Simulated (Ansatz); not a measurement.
PtSe₂ in the CdCl2-type structure, relaxed with r2SCAN+rVV10, was run in Ansatz under altered settings. All numbers are computed, without spin polarisation but where a row says otherwise.

```yaml
crystal:
  lattice:
    - [1.84570, 1.06562, 5.76071]
    - [-1.84570, 1.06562, 5.76071]
    - [0.00000, -2.13123, 5.76071]
  atoms:
    - { symbol: Pt, position: [0.00000, 0.00000, 0.00000] }
    - { symbol: Se, position: [0.25678, 0.25678, 0.25678] }
    - { symbol: Se, position: [0.74322, 0.74322, 0.74322] }
```

The base run's other keys:
```yaml
kpoints:
  mp_grid: { grid: [4, 4, 4] }
hamiltonian:
  xc: hse06
scf:
  occupations: { method: fixed }
  n_extra_bands: 4
```

It takes 20 iterations with 1321 plane waves at 420 eV and 13 k points, and leaves a mean stress of -0.40 GPa. The gap over this mesh is 0.781 eV. It ran on 4 threads of Arm Neoverse N1, with other jobs on the host.

Outcomes, with energy and stress as changes against the base:

| setting | outcome | ΔF (meV/atom) | Δ mean stress (GPa) | gap on the mesh (eV) | iterations | wall time |
| --- | --- | --- | --- | --- | --- | --- |
| PBE hybrid, exx coeff 0.15, omega 0.1 1/Å | converged | – | +1.4 | 0.755 | 16 | 23 s |
| PBE hybrid, exx coeff 1.0, omega 0.3 1/Å | converged | – | -9.7 | 1.949 | 30 | 33 s |
| PBE hybrid, exx coeff 0.5, omega 0.1 1/Å | converged | – | -4.4 | 1.815 | 26 | 29 s |
| hamiltonian.xc: r2scan50 (cutoff then 500 eV) | converged | – | -4.4 | 2.530 | 24 | 42 s |
| scf.mixing.preconditioner: resta | converged | 0.0 | 0.0 | 0.781 | 23 | 26 s |

A dash marks a value that wasn't obtained or can't be compared. Stress is positive in compression. The base took 27 s.

- PBE hybrid, exx coeff 0.15, omega 0.1 1/Å. That is 15 % exact exchange, screened with ω = 0.1 1/Å, against HSE06's 25 % screened at 0.208 1/Å. The mean stress moves by +1.4 GPa and the gap on the mesh by -0.026 eV (to 0.755). Totals of different functionals aren't comparable. The program warns that on this mesh the truncation of the exchange isn't bounded, so part of the change can be an error of the mesh.
- PBE hybrid, exx coeff 1.0, omega 0.3 1/Å. That is 100 % exact exchange, screened with ω = 0.3 1/Å, against HSE06's 25 % screened at 0.208 1/Å. The mean stress moves by -9.7 GPa and the gap on the mesh by +1.168 eV (to 1.949). Totals of different functionals aren't comparable.
- PBE hybrid, exx coeff 0.5, omega 0.1 1/Å. That is 50 % exact exchange, screened with ω = 0.1 1/Å, against HSE06's 25 % screened at 0.208 1/Å. The mean stress moves by -4.4 GPa and the gap on the mesh by +1.034 eV (to 1.815). Totals of different functionals aren't comparable. The program warns that on this mesh the truncation of the exchange isn't bounded, so part of the change can be an error of the mesh.
- hamiltonian.xc: r2scan50. The cutoff follows the functional, from 420 to 500 eV. The mean stress moves by -4.4 GPa and the gap on the mesh by +1.749 eV (to 2.530). It's another functional on the same cell, so totals aren't comparable.

Within 1 meV an atom, 0.1 GPa and 0.005 eV of the base stay: scf.mixing.preconditioner: resta.

Spin-orbit coupling is left out, which matters wherever the heavy atoms make up the band edges.

The program warns that its thresholds are loose for a hybrid's stress.

The meshes of the hybrids are coarse, so their gaps aren't converged to the digits shown.
